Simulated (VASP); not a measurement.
A run of VASP 6.6.1 is set up as follows.

INCAR

```
SYSTEM = BAs
PREC = Accurate ; ENCUT = 520
EDIFF = 1E-6 ; ISMEAR = 0
SIGMA = 0.02 ; LREAL = .FALSE.
LASPH = .TRUE. ; NELM = 100
ALGO = Normal ; ISIF = 2
LWAVE = .FALSE. ; LCHARG = .FALSE.
LNONCOLLINEAR = .TRUE. ; MAGMOM = 0 0 0 0 0 0
LORBIT = 11 ; LSORBIT = .TRUE.
GGA_COMPAT = .FALSE. ; METAGGA = R2SCAN
LMIXTAU = .TRUE. ; KPAR = 2
```

Contents of KPOINTS:

```
regular mesh
0
G
  8 8 8
  0 0 0
```

The input POSCAR:

```
BAs
1.0
    0.0000000000      2.3885000000      2.3885000000
    2.3885000000      0.0000000000      2.3885000000
    2.3885000000      2.3885000000      0.0000000000
As B
1 1
Direct
    0.7500000000      0.7500000000      0.7500000000
    0.0000000000      0.0000000000      0.0000000000
```

The input KPOINTS_OPT:

```
path GXWKGLUWLK,UX
10
line-mode
reciprocal
 0.0000000000  0.0000000000  0.0000000000  G
 0.5000000000  0.0000000000  0.5000000000  X

 0.5000000000  0.0000000000  0.5000000000  X
 0.5000000000  0.2500000000  0.7500000000  W

 0.5000000000  0.2500000000  0.7500000000  W
 0.3750000000  0.3750000000  0.7500000000  K

 0.3750000000  0.3750000000  0.7500000000  K
 0.0000000000  0.0000000000  0.0000000000  G

 0.0000000000  0.0000000000  0.0000000000  G
 0.5000000000  0.5000000000  0.5000000000  L

 0.5000000000  0.5000000000  0.5000000000  L
 0.6250000000  0.2500000000  0.6250000000  U

 0.6250000000  0.2500000000  0.6250000000  U
 0.5000000000  0.2500000000  0.7500000000  W

 0.5000000000  0.2500000000  0.7500000000  W
 0.5000000000  0.5000000000  0.5000000000  L

 0.5000000000  0.5000000000  0.5000000000  L
 0.3750000000  0.3750000000  0.7500000000  K

 0.6250000000  0.2500000000  0.6250000000  U
 0.5000000000  0.0000000000  0.5000000000  X
```

Potentials or basis: VASP PAW PBE potentials, release 64 (As, B).

The run is started by

```bash
$ cat potpaw_PBE.64/As/POTCAR potpaw_PBE.64/B/POTCAR > POTCAR
$ mpirun -np 2 vasp_ncl > vasp.out
```

What does it give for the pressure?

0.8 GPa.

Caveat: the PAW data sets were made with another functional, which shifts forces and pressure a little.
